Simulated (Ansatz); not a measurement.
Si2W:

```
W Si
1.0
    -1.60690    1.60690    3.91495
     1.60690   -1.60690    3.91495
     1.60690    1.60690   -3.91495
W Si
1 2
Direct
  0.00000 0.00000 0.00000
  0.66530 0.66530 0.00000
  0.33470 0.33470 0.00000
```

| Item | Value |
| --- | --- |
| Program | Ansatz 0.2.0 |
| Task | relaxation of cell and atoms |
| Functional | RPBE |
| Dispersion | D3(BJ) |
| Potentials or basis | Ansatz PAW |
| Cutoff | 420 eV (not typed: the program's choice for these potentials) |
| k mesh | 12 × 12 × 12 |
| Occupations | fermi-dirac, width 0.05 eV |
| Spin | no spin polarisation |

At the start: volume 13.48 Å³/atom.

Question: Where does the relaxation end?

Answer: It ends after 6 steps and the volume is 11.77 Å³/atom (-12.7 %); space group I4/mmm (No. 139, to 0.05 Å).

The path:
```
step  energy change (eV)  largest force (eV/Å)  volume (Å³)
   1              0.0000                0.2068        40.44
   2             -0.5943                0.4006        35.52
   3             -0.6009                0.0202        35.25
   4             -0.6010                0.0037        35.31
   5             -0.6010                0.0002        35.30
   6             -0.5997                0.0001        35.30
```

Final structure:
```yaml
crystal:
  lattice:
    - [-1.52674, 1.52674, 3.78602]
    - [1.52674, -1.52674, 3.78602]
    - [1.52674, 1.52674, -3.78602]
  atoms:
    - { symbol: W, position: [0.00000, 0.00000, 0.00000] }
    - { symbol: Si, position: [0.66836, 0.66836, 0.00000] }
    - { symbol: Si, position: [0.33164, 0.33164, 0.00000] }
```

Caveat: the plane-wave basis is chosen anew once the cell has moved, so the energies of steps on either side of that aren't comparable; the volume moved by -13 % from the deposited cell, more than functionals usually miss; pairwise dispersion overbinds metals, which lowers pressure and volume; the PAW data sets come from PBE, with cores solved anew for the run's functional, which leaves a small shift of forces and pressure.
